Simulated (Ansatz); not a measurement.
# InP (F-43m) in Ansatz: equation of state

Aim: energy against volume of InP in PBE, for its equilibrium volume and stiffness.

Everything below comes from runs of Ansatz 0.2.0. Logs are shortened: lines on timing, memory, paths and dates and some standing lists are left out, and cuts for length are marked.

**What was measured.**

A printed reference work, data compilation reports, for a bulk crystal of InP: bulk modulus 71 GPa.

The results are compared with them further down.

**1. The crystal as given**

Symmetry: F-43m, No. 216, cubic system. Conventional cell: a = 5.861 Å, b = 5.861 Å, c = 5.861 Å, α = 90.00°, β = 90.00°, γ = 90.00°. Around In (site symmetry -43m) lie 4 P at 2.54 Å. Around P (site symmetry -43m) lie 4 In at 2.54 Å.

**2. Single point, PBE, 23.66 Å³/atom (volume scaled by 0.94)**

The input, input.yaml:

```yaml
crystal:
  lattice:
    - [0.0, 2.8706770916, 2.8706770916]
    - [2.8706770916, 0.0, 2.8706770916]
    - [2.8706770916, 2.8706770916, 0.0]
  atoms:
    - { symbol: In, position: [0.0, 0.0, 0.0] }
    - { symbol: P, position: [0.75, 0.75, 0.75] }
hamiltonian:
  xc: pbe
  pseudopotentials: { kind: paw }
kpoints:
  mp_grid: { grid: [8, 8, 8] }
scf:
  occupations: { method: fermi_dirac, width: 0.05 }
output:
  forces: true
  stress: true
  eigenvalues: true
```

Potentials or basis: Ansatz PAW.

Started as:

```
$ ansatz run input.yaml --threads 1 --pin off --max-ram 2560MiB --backend cpu --events-out ev --progress --plain --runs-dir out
```

What it wrote:

```text
Warning: RAYON_NUM_THREADS=1 ignored (pool sized by the plan → 1); use --threads N
Engine: ansatz 0.2.0, x86_64-unknown-linux-gnu
Pseudopotentials: kind: paw
Pseudopotential: In, paw, valence charge 13, recommended cutoff 420 eV (normal), In.paw.azcp
Pseudopotential: P, paw, valence charge 5, recommended cutoff 420 eV (normal), P.paw.azcp
Functional definition: PBE
  parameter kappa = 0.804
  parameter beta = 0.06672455060314922
  exchange = pbe_x(kappa = kappa, mu = beta*pi^2/3)
  correlation = pbe_c(beta = beta)
Crystal: 2 atoms, lattice volume = 47.313 Å³
Basis set: ecut = 420 eV, 941 PW (Γ), exchange–correlation on 60×60×60 points (8 copies of the dense FFT grid, shifted against one another)
Bands: 13, of which v1, the nominal top of the filled ones, is band 9 counted from 1 (8 counted from 0)
Symmetry: 24 space group operations
Space group: F-43m (ITA 216), of the structure as read, at distance tolerance 3.6e-5 Å
k-points: 29 of 512 (time reversal used)
Non-local potential: In, projectors of the file, l = 0: 2, l = 1: 2, l = 2: 2, l = 3: 2
Non-local potential: P, projectors of the file, l = 0: 2, l = 1: 2, l = 2: 2
PAW form: soft (Blöchl's): semilocal exchange-correlation on the pseudo side does not see the compensation charge
PAW one-centre angular grid: In, 590 points (default); XC on 64 Gauss nodes
PAW one-centre angular grid: P, 110 points (default); XC on 64 Gauss nodes
Initial density: superposition of atomic densities (neutral atoms: chi_scale 0, normalization atom), corrected by the library's trained network
Initial wavefunctions: pseudopotential atomic-orbital guess
Functional: x = pbe(κ = 0.804, μ = 0.2195149727645171), c = pbe(β = 0.06672455060314922)
SCF iter   1: F=—  HF=-6353.873253 eV  |F-HF|=—  |Δ(HF+E_count)|=         —  Δρ=1.92e-3  dr2=3.45e-3  ethr=1.77e-3  ⟨swp⟩=6.5  Hψ=2557  notcnv=0
preconditioner: auto → none  [insulator: Δε(μ)=1.039 eV  Ē_g=15.006 eV  σ=0.050 eV  W_gap=1.00  n_scr=14 (ndim 8)  ℏωp=22.9 eV  f_vac=0.012  D(μ)=0.00/eV (n_scr^D=0)  ε∞_Penn≈3.3]
SCF iter   2: F=—  HF=-6353.871080 eV  |F-HF|=—  |Δ(HF+E_count)|=   2.17e-3  Δρ=1.21e-3  dr2=6.67e-4  ethr=1.92e-5  ⟨swp⟩=2.1  Hψ=951  notcnv=0
SCF iter   3: F=—  HF=-6353.870874 eV  |F-HF|=—  |Δ(HF+E_count)|=   2.06e-4  Δρ=3.55e-4  dr2=5.83e-5  ethr=3.71e-6  ⟨swp⟩=2.1  Hψ=632  notcnv=0
SCF iter   4: F=—  HF=-6353.870906 eV  |F-HF|=—  |Δ(HF+E_count)|=   3.20e-5  Δρ=1.21e-4  dr2=5.24e-6  ethr=3.24e-7  ⟨swp⟩=2.0  Hψ=638  notcnv=0
SCF iter   5: F=—  HF=-6353.870906 eV  |F-HF|=—  |Δ(HF+E_count)|=   3.17e-7  Δρ=5.59e-5  dr2=1.40e-6  ethr=2.91e-8  ⟨swp⟩=2.0  Hψ=642  notcnv=0
SCF iter   6: F=-6353.870906 eV  HF=-6353.870906 eV  |F-HF|=2.64e-8  |Δ(HF+E_count)|=   2.65e-7  Δρ=1.15e-5  dr2=5.51e-8  ethr=5.56e-10  ⟨swp⟩=5.1  Hψ=2086  notcnv=0
SCF 1 converged in 6 iterations: F = -6353.870906 eV  dr2 = 5.51e-8
SCF converged after 6 iterations
Free energy (F): -6353.870906 eV
Harris-Foulkes:  -6353.870906 eV  (|F-HF|=2.64e-8)
Internal energy: -6353.870906 eV  (E = F + TS)
E sigma→0 (E₀):  -6353.870906 eV
Entropy (-TS):   -0.000000 eV (-0.000 meV/atom)
Fermi energy:    8.367323 eV
--- Per-component energies (eV) ---
  E_band       = -40.321103
  E_kinetic    = 315.904241
  E_local      = -1360.609367  (includes V_loc(G=0)·N_el)
  E_nonlocal   = 401.783755
  E_hartree    = 538.119755
  E_xc         = -277.643724
  E_vxc        = -161.266378  (∫ρ·V_xc dr)
  E_paw        = -4725.278599  (= ΣΔE_a)
  E_vpaw       = -312.380224  (= ΣTr[D̂ρ^β])
  E_aug_tail   = 0.000030  (compensation charges beyond the density's cutoff)
  E_ewald      = -1246.146996
  E_smearing   = -0.000000  (= −TS)
  E_closure    = -0.000000  (closes the sum)
  Σ components = -6353.870906   (vs F -6353.870906, Δ=0.00e0)
--- Forces (eV/Å), atoms counted from 1 ---
  atom   1  In    -0.00000000    -0.00000000     0.00000000
  atom   2  P      0.00000000    -0.00000000     0.00000000
  max |Σ_I F_I| component: 5.55e-17 eV/Å
--- Stress (GPa, compression-positive) ---
        8.629431      -0.000000      -0.000000
       -0.000000       8.629431       0.000000
       -0.000000       0.000000       8.629431
  P = ⅓ Tr σ = 8.6294 GPa (86.294 kbar)
--- Band table (eV; the first three rows and the last of 29) ---
  k-point 0: bands = ["-6.5177", "-6.5177", "-6.5177", "-6.3315", "-6.3315", "-4.1486", "7.8122", "7.8122", "7.8122", "8.8624", "11.8908", "11.8908", "11.8908"]
  k-point 1: bands = ["-6.5429", "-6.5085", "-6.5085", "-6.3315", "-6.3315", "-3.9511", "6.2744", "7.6052", "7.6052", "9.7175", "12.1040", "12.1906", "12.1906"]
  k-point 2: bands = ["-6.5990", "-6.4890", "-6.4890", "-6.3284", "-6.3284", "-3.3990", "4.2436", "7.1971", "7.1971", "9.7848", "12.6326", "12.6326", "13.3061"]
  k-point 28: bands = ["-6.7066", "-6.4431", "-6.4003", "-6.3576", "-6.3134", "-1.3798", "1.9487", "4.5913", "4.6104", "12.1008", "12.4379", "13.5260", "14.0062"]
```

Run time: 1.1 s. Hardware: 1 thread of Intel Xeon 6975P-C (Granite Rapids), shared host; peak memory 0.4 GiB.

Results:

| Property | Result |
| --- | --- |
| Free energy | -6353.8709 eV |
| Pressure | 8.6 GPa |
| Band gap on the k mesh | 1.05 eV, direct |

Caveat: spin-orbit coupling is left out, which moves the levels of the heavy elements.

**3. Single point, PBE, 24.16 Å³/atom (volume scaled by 0.96)**

Changes to input.yaml since step 2:

```diff
@@ -2,5 +2,5 @@
   lattice:
-    - [0.0, 2.8706770916, 2.8706770916]
-    - [2.8706770916, 0.0, 2.8706770916]
-    - [2.8706770916, 2.8706770916, 0.0]
+    - [0.0, 2.8908937935, 2.8908937935]
+    - [2.8908937935, 0.0, 2.8908937935]
+    - [2.8908937935, 2.8908937935, 0.0]
   atoms:
```

Potentials or basis: Ansatz PAW.

Started as:

```
$ ansatz run input.yaml --threads 1 --pin off --max-ram 2560MiB --backend cpu --events-out ev --progress --plain --runs-dir out
```

Run time: 1.1 s. Hardware: 1 thread of Intel Xeon 6975P-C (Granite Rapids), shared host; peak memory 0.42 GiB.

It converged, with:

```
Free energy            : -6353.9189 eV
Pressure               : 6.7 GPa
Band gap on the k mesh : 0.94 eV, direct
```

Caveat: spin-orbit coupling is left out, which moves the levels of the heavy elements.

**4. Single point, PBE, 24.66 Å³/atom (volume scaled by 0.98)**

Changes to input.yaml since step 3:

```diff
@@ -2,5 +2,5 @@
   lattice:
-    - [0.0, 2.8908937935, 2.8908937935]
-    - [2.8908937935, 0.0, 2.8908937935]
-    - [2.8908937935, 2.8908937935, 0.0]
+    - [0.0, 2.9108316221, 2.9108316221]
+    - [2.9108316221, 0.0, 2.9108316221]
+    - [2.9108316221, 2.9108316221, 0.0]
   atoms:
```

Started as:

```
$ ansatz run input.yaml --threads 1 --pin off --max-ram 2560MiB --backend cpu --events-out ev --progress --plain --runs-dir out
```

Wall time 1.1 s (1 thread of Intel Xeon 6975P-C (Granite Rapids), shared host); peak memory 0.42 GiB.

Results (log left out):

```yaml
Free_energy: -6353.9552 eV
Pressure: 4.9 GPa
Band_gap_on_the_k_mesh: 0.83 eV, direct
```

Caveat: spin-orbit coupling is left out, which moves the levels of the heavy elements.

**5. Single point, PBE, 25.17 Å³/atom**

Changes to input.yaml since step 4:

```diff
@@ -2,5 +2,5 @@
   lattice:
-    - [0.0, 2.9108316221, 2.9108316221]
-    - [2.9108316221, 0.0, 2.9108316221]
-    - [2.9108316221, 2.9108316221, 0.0]
+    - [0.0, 2.9305, 2.9305]
+    - [2.9305, 0.0, 2.9305]
+    - [2.9305, 2.9305, 0.0]
   atoms:
```

Started as:

```
$ ansatz run input.yaml --threads 1 --pin off --max-ram 2560MiB --backend cpu --events-out ev --progress --plain --runs-dir out
```

Wall time 1.7 s (1 thread of Intel Xeon 6975P-C (Granite Rapids), shared host); peak memory 0.43 GiB.

It converged, with:

```yaml
Free_energy: -6353.9810 eV
Pressure: 3.3 GPa
Band_gap_on_the_k_mesh: 0.72 eV, direct
```

Caveat: spin-orbit coupling is left out, which moves the levels of the heavy elements.

**6. Single point, PBE, 25.67 Å³/atom (volume scaled by 1.02)**

Changes to input.yaml since step 5:

```diff
@@ -2,5 +2,5 @@
   lattice:
-    - [0.0, 2.9305, 2.9305]
-    - [2.9305, 0.0, 2.9305]
-    - [2.9305, 2.9305, 0.0]
+    - [0.0, 2.9499078504, 2.9499078504]
+    - [2.9499078504, 0.0, 2.9499078504]
+    - [2.9499078504, 2.9499078504, 0.0]
   atoms:
@@ -19 +19,5 @@
   eigenvalues: true
+  write_density: true
+  write_potential: true
+  elf: true
+  volumetric_format: npy
```

Potentials or basis: Ansatz PAW.

Started as:

```
$ ansatz run input.yaml --threads 1 --pin off --max-ram 2560MiB --backend cpu --events-out ev --progress --plain --runs-dir out
```

Wall time 1.4 s (1 thread of Intel Xeon 6975P-C (Granite Rapids), shared host); peak memory 0.43 GiB.

The run converged. Its results:

```
Free energy            : -6353.9974 eV
Pressure               : 1.9 GPa
Band gap on the k mesh : 0.61 eV, direct
```

Caveat: spin-orbit coupling is left out, which moves the levels of the heavy elements.

**7. Single point, PBE, 26.17 Å³/atom (volume scaled by 1.04)**

Changes to input.yaml since step 6:

```diff
@@ -2,5 +2,5 @@
   lattice:
-    - [0.0, 2.9499078504, 2.9499078504]
-    - [2.9499078504, 0.0, 2.9499078504]
-    - [2.9499078504, 2.9499078504, 0.0]
+    - [0.0, 2.9690636329, 2.9690636329]
+    - [2.9690636329, 0.0, 2.9690636329]
+    - [2.9690636329, 2.9690636329, 0.0]
   atoms:
```

Started as:

```
$ ansatz run input.yaml --threads 1 --pin off --max-ram 2560MiB --backend cpu --events-out ev --progress --plain --runs-dir out
```

It took 1.5 s on 1 thread of Intel Xeon 6975P-C (Granite Rapids), shared host; peak memory 0.43 GiB.

Results (log left out):

* Free energy: -6354.0054 eV
* Pressure: 0.6 GPa
* Band gap on the k mesh: 0.50 eV, direct

Caveat: spin-orbit coupling is left out, which moves the levels of the heavy elements.

**8. Single point, PBE, 26.68 Å³/atom (volume scaled by 1.06)**

The input, input.yaml:

```yaml
crystal:
  lattice:
    - [0.0, 2.9879753761, 2.9879753761]
    - [2.9879753761, 0.0, 2.9879753761]
    - [2.9879753761, 2.9879753761, 0.0]
  atoms:
    - { symbol: In, position: [0.0, 0.0, 0.0] }
    - { symbol: P, position: [0.75, 0.75, 0.75] }
hamiltonian:
  xc: pbe
  pseudopotentials: { kind: paw }
kpoints:
  mp_grid: { grid: [8, 8, 8] }
scf:
  occupations: { method: fermi_dirac, width: 0.05 }
output:
  forces: true
  stress: true
  eigenvalues: true
```

Started as:

```
$ ansatz run input.yaml --threads 1 --pin off --max-ram 2560MiB --backend cpu --events-out ev --progress --plain --runs-dir out
```

It took 1.3 s on 1 thread of Intel Xeon 6975P-C (Granite Rapids), shared host; peak memory 0.42 GiB.

It converged, with:

- Free energy: -6354.0059 eV
- Pressure: -0.5 GPa
- Band gap on the k mesh: 0.40 eV, direct

Caveat: spin-orbit coupling is left out, which moves the levels of the heavy elements.

**9. Equation of state, PBE**

Potentials or basis: Ansatz PAW.

No new run: the results of the series are fitted here.

Results:

```
Equilibrium volume                      : 26.45 Å³/atom
Bulk modulus                            : 60 GPa
Pressure derivative of the bulk modulus : 4.6
```

Energy against volume, from the lowest point:
```csv
volume (Å³/atom),energy (meV/atom)
23.657,67.48
24.160,43.49
24.663,25.34
25.167,12.43
25.670,4.21
26.173,0.21
26.677,0.00
```

PBE usually gives volumes a little too large and moduli too small.

**10. How close it comes**

Step 9. A measured bulk modulus of InP is 71 GPa (a printed reference work, data compilation); the calculated 60 GPa misses it by -15.9 %. The fit is for a static lattice scaled at fixed shape and fixed fractional positions.
